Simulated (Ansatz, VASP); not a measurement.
## WC: programs and potentials compared

The starting cell:

```
W C
1.0
     2.90650    0.00000    0.00000
    -1.45325    2.51710    0.00000
     0.00000    0.00000    2.83660
W C
1 1
Direct
  0.00000 0.00000 0.00000
  0.66667 0.33333 0.50000
```

Alike in all runs: task relaxation of cell and atoms; functional PBE; k mesh 10 × 10 × 9; occupations fermi-dirac, width 0.05 eV; no spin polarisation; no spin-orbit coupling.

| program and potentials | plane-wave cutoff (eV) | notes | equilibrium volume (Å³/atom) |
| --- | --- | --- | --- |
| Ansatz, Ansatz PAW | 420 | 9 valence electrons an atom on average | 10.52 |
| VASP, PBE PAW files C_h, W_sv, 980 eV | 980 | 9 valence electrons an atom on average | 10.55 |
| Ansatz, all-electron LAPW, scalar-relativistic | - | - | 10.53 |
| VASP, PBE PAW files C_GW, W_sv_GW, 630 eV | 630 | 9 valence electrons an atom on average | 10.51 |
| VASP, PBE PAW files C_GW, W_sv_GW, 680 eV | 680 | 9 valence electrons an atom on average | 10.52 |
| VASP, PBE PAW files C, W, release 54, 580 eV | 580 | 5 valence electrons an atom on average | 10.49 |
| VASP, PBE PAW files C, W_sv, release 54, 600 eV | 600 | 9 valence electrons an atom on average | 10.55 |
| VASP, PBE PAW files C_s, W_sv, 480 eV | 480 | 9 valence electrons an atom on average | 10.55 |

The equilibrium volume spans 10.49 (VASP, PBE PAW files C, W, release 54, 580 eV) to 10.55 Å³/atom (VASP, PBE PAW files C, W_sv, release 54, 600 eV), with all-electron results at 10.53. Relaxations stop with a little pressure left, so the last digit of a volume isn't settled.

The functional is the same throughout but for its coding, so the spread measures potentials, basis and numerics; runs on potential files found faulty are left out.

The potentials agree closely on the volume of WC, and the all-electron value of 10.53 Å³/atom lies inside their range. The choice of tungsten potential appears to matter most. With W_sv, the volume is 10.55 Å³/atom whether carbon is described by C_s, C or C_h, whereas keeping the standard carbon file and replacing W_sv with W lowers it to 10.49 Å³/atom. A likely reason is the treatment of the shallow tungsten 5p shell, which can polarise and overlap with its surroundings when treated as valence but is frozen in the smaller-valence potential. Valence count isn't the whole story, however, since the GW pair also includes the semicore electrons yet gives slightly smaller volumes than the W_sv sets; projectors and core radii probably contribute.

Strong covalent mixing of W 5d with C 2p states makes the carbide very stiff, which helps keep the volume differences small. Agreement in volume alone doesn't establish equal axial ratios, because opposite changes in a and c can cancel.
